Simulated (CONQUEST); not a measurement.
**SnTe under changes of volume**

One of the cells (31.281 Å³/atom); the others are scaled copies at fixed shape and fractional positions:

```xyz
4
Lattice="4.4560 0.0000 0.0000 0.0000 4.4560 0.0000 0.0000 0.0000 6.3017" Properties=species:S:1:pos:R:3 pbc="T T T"
Te    0.0000    0.0000    3.1509
Te    2.2280    2.2280    0.0000
Sn    0.0000    0.0000    0.0000
Sn    2.2280    2.2280    3.1509
```

| Quantity | Value |
| --- | --- |
| Program | CONQUEST 1.3 |
| Functional | PBE |
| Potentials or basis | PseudoDojo NC PBE, DZ, grid of 48 × 48 × 60 points |
| k mesh | 6 × 6 × 4 |
| Occupations | fermi-dirac, width 0.05 eV |
| Spin | no spin polarisation |

| volume (Å³/atom) | energy over the lowest point (meV/atom) | pressure (GPa) |
| --- | --- | --- |
| 29.404 | 115.92 | 8.9 |
| 30.030 | 84.49 | 7.3 |
| 30.656 | 58.31 | 6.1 |
| 31.281 | 37.23 | 4.6 |
| 31.907 | 21.33 | 3.6 |
| 32.532 | ? | ? |
| 33.158 | 0.00 | 1.7 |

Q: What does the run at 32.532 Å³/atom give?

A: Energy over the lowest point 8.78 meV/atom; pressure 2.8 GPa.

Worked out: A Birch-Murnaghan fit of order 3 (a polynomial in V^(-2/3)) to the other rows has no minimum within the range. It gives 8.79 meV/atom at 32.532 Å³/atom, against the run's 8.78, and -dE/dV = 2.7 GPa, against 2.8.

Energies are extrapolated to zero smearing.

Caveats: the atomic basis is small; the basis of atomic orbitals isn't converged, which shifts pressures, moduli and gaps; the real-space grid breaks the cell's symmetry a little.
